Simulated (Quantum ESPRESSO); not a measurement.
BaTiO3 under changes of volume

One of the cells (12.856 Å³/atom); the others are scaled copies at fixed shape and fractional positions:

```xyz
5
Lattice="3.9998 0.0000 0.0000 0.0000 3.9998 0.0000 0.0000 0.0000 4.0180" Properties=species:S:1:pos:R:3 pbc="T T T"
Ba    0.0000    0.0000    0.0000
Ti    1.9999    1.9999    1.9688
O     0.0000    1.9999    2.0773
O     1.9999    0.0000    2.0773
O     1.9999    1.9999    0.0763
```

| Property | Result |
| --- | --- |
| Program | Quantum ESPRESSO 7.5 |
| Functional | PBEsol |
| Potentials or basis | GBRV 1.5 PBEsol |
| Cutoff | 612 eV |
| Density cutoff | 4898 eV |
| k mesh | 7 × 7 × 7 |
| Occupations | fermi-dirac, width 0.05 eV |
| Spin | no spin polarisation |

| volume (Å³/atom) | energy over the lowest point (meV/atom) | pressure (GPa) | gap on the mesh (eV) | largest force (eV/Å) |
| --- | --- | --- | --- | --- |
| 12.085 | 15.48 | 9.0 | 2.00 | 0.144 |
| 12.342 | 4.41 | 4.6 | 1.96 | 0.102 |
| 12.599 | 0.00 | 0.7 | 1.92 | 0.218 |
| 12.856 | 1.57 | -2.8 | 1.87 | 0.345 |
| 13.113 | 8.46 | -6.0 | 1.83 | 0.464 |
| 13.371 | 20.13 | -8.8 | 1.79 | 0.575 |
| 13.628 | ? | ? | ? | ? |

Problem. What does the run at 13.628 Å³/atom give?

Solution. Energy over the lowest point 36.05 meV/atom; pressure -11.3 GPa; gap on the mesh 1.75 eV; largest force 0.679 eV/Å.

Worked out: A Birch-Murnaghan fit of order 3 (a polynomial in V^(-2/3)) to the other rows has its minimum at 12.66 Å³/atom with B0 = V·E''(V) = 178 GPa and B' = 4.6 at fixed shape and positions, which overstates the stiffness. It gives 36.00 meV/atom at 13.628 Å³/atom, against the run's 36.05, and -dE/dV = -11.1 GPa, against -11.3. A straight line through the other rows of the gap, of slope -2.11 eV per unit of ln V, extrapolates to 1.75 eV, against the run's 1.75.

Energies are extrapolated to zero smearing.

Caveats: spin-orbit coupling is left out, which moves the levels of the heavy elements; an odd mesh through Γ misses points on the zone boundary, where band edges often lie.
